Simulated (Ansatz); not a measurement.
Geometry optimisation in Ansatz: input, command and trajectory.

```yaml
crystal:
  lattice:
    - [3.6983940218, 0.0, 0.0]
    - [-1.8491970109, 3.2029031761, 0.0]
    - [0.0, 0.0, 5.9754302808]
  atoms:
    - { symbol: Zr, position: [0.0, 0.0, 0.0] }
    - { symbol: Se, position: [0.3333333333, 0.6666666667, 0.2647471438] }
    - { symbol: Se, position: [0.6666666667, 0.3333333333, 0.7352528562] }
basis:
  ecutwfc: 420
kpoints:
  mp_grid: { grid: [15, 15, 8] }
hamiltonian:
  xc: pbe
  dispersion: d3bj
scf:
  occupations: { method: gaussian, width: 0.1 }
output:
  forces: true
  stress: true
  eigenvalues: true
relax:
  adjacent_minimum: "off"
  f_tol: 0.01
  max_steps: 30
  cell: { stress_tol: 0.1, fix: [volume] }
```

```bash
ansatz run input.yaml --threads 1 --pin off --max-ram 2560MiB --backend cpu --events-out ev --progress --plain --runs-dir out
```

Computed with DFT PBE+D3(BJ), scalar-relativistic, plane waves, PAW (Ansatz 0.2.0).

The volume is held at 0.97 times that of the relaxed cell.

Of 5 frames 4 are shown, positions in Å and forces in eV/Å; the SCF threshold varies from step to step. Steps run on the plane waves of an earlier cell, with a Pulay correction in the pressure. The basis is chosen afresh for the last frame, the zero of the energies, and at times for earlier ones too; energy and pressure step there, also at an unchanged geometry. The mark taken_back stands on steps that the optimiser undid.

```xyz
3
Lattice="3.6984 0.0000 0.0000 -1.8492 3.2029 0.0000 0.0000 0.0000 5.9754" Properties=species:S:1:pos:R:3:forces:R:3 pbc="T T T" step=1 free_energy_over_end_meV_per_atom=3.70 pressure_GPa=2.72
Zr    0.0000    0.0000    0.0000    0.0000    0.0000    0.0000
Se    0.0000    2.1353    1.5820    0.0000    0.0000    0.3427
Se    1.8492    1.0676    4.3935    0.0000    0.0000   -0.3427
3
Lattice="3.7185 0.0000 0.0000 -1.8593 3.2203 0.0000 0.0000 0.0000 5.9109" Properties=species:S:1:pos:R:3:forces:R:3 pbc="T T T" step=2 free_energy_over_end_meV_per_atom=17.30 pressure_GPa=-2.01 taken_back
Zr    0.0000    0.0000    0.0000    0.0000    0.0000    0.0000
Se    0.0000    2.1469    1.6660    0.0000    0.0000   -0.7608
Se    1.8593    1.0734    4.2449    0.0000    0.0000    0.7608
3
Lattice="3.7140 0.0000 0.0000 -1.8570 3.2164 0.0000 0.0000 0.0000 5.9253" Properties=species:S:1:pos:R:3:forces:R:3 pbc="T T T" step=3 free_energy_over_end_meV_per_atom=0.02 pressure_GPa=1.02
Zr    0.0000    0.0000    0.0000    0.0000    0.0000    0.0000
Se    0.0000    2.1443    1.6025    0.0000    0.0000   -0.0087
Se    1.8570    1.0721    4.3228    0.0000    0.0000    0.0087
3
Lattice="3.7097 0.0000 0.0000 -1.8548 3.2127 0.0000 0.0000 0.0000 5.9391" Properties=species:S:1:pos:R:3:forces:R:3 pbc="T T T" step=5 free_energy_over_end_meV_per_atom=0.00 pressure_GPa=1.09
Zr    0.0000    0.0000    0.0000    0.0000    0.0000    0.0000
Se    0.0000    2.1418    1.6047    0.0000    0.0000   -0.0042
Se    1.8548    1.0709    4.3344    0.0000    0.0000    0.0042
```

The run took 40 s on 1 thread of AMD EPYC 9R45 96-Core Processor (Zen 5) (shared host), peak memory 0.63 GiB.